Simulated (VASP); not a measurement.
Wanted: the native input for a VASP 6.6.1 run.

```
Task                   : relaxation of cell and atoms
Functional             : PBE
Potentials or basis    : VASP PAW PBE potentials, release 64 (W_sv)
Cutoff                 : 520 eV
k mesh                 : 18 × 18 × 18
Occupations            : gaussian, width 1 eV
Spin                   : no spin polarisation
Further INCAR settings : ALGO = Normal; EDIFF = 1e-07; IBRION = 2; EDIFFG = -0.002; NSW = 80; ISIF = 3
```

The structure of W lies in POSCAR:

```
W                                       
1.0
   -1.5944495532      1.5944495532      1.5944495532
    1.5944495532     -1.5944495532      1.5944495532
    1.5944495532      1.5944495532     -1.5944495532
  W             
     1
Direct
     0.0000000000000000    0.0000000000000000    0.0000000000000000
```

These files were run (other wordings do the same):

INCAR

```
PREC = Accurate
ENCUT = 520
EDIFF = 1E-7
ISMEAR = 0
SIGMA = 1.0
LREAL = F
LASPH = T
NELM = 60
ALGO = Normal
ISIF = 3
LWAVE = F
LCHARG = F
GGA = PE
IBRION = 2
NSW = 80
EDIFFG = -0.002
```

KPOINTS

```
Automatic mesh
0
Gamma
  18 18 18
```

Potentials or basis: VASP PAW PBE potentials, release 64 (W_sv).

Command:

```bash
$ cat potpaw_PBE.64/W_sv/POTCAR > POTCAR
$ mpirun -np 1 vasp_std > vasp.out
```

It gave:

- Pressure after relaxing: 0.0 GPa
- Band gap on the k mesh: none (metal or under the smearing width)

Caveat: the relaxation stopped at its first step, so nothing moved.

Wall time 26 s on 1 thread of Intel(R) Xeon(R) Platinum 8488C (Sapphire Rapids), with other jobs on the host, peak memory 0.17 GiB.
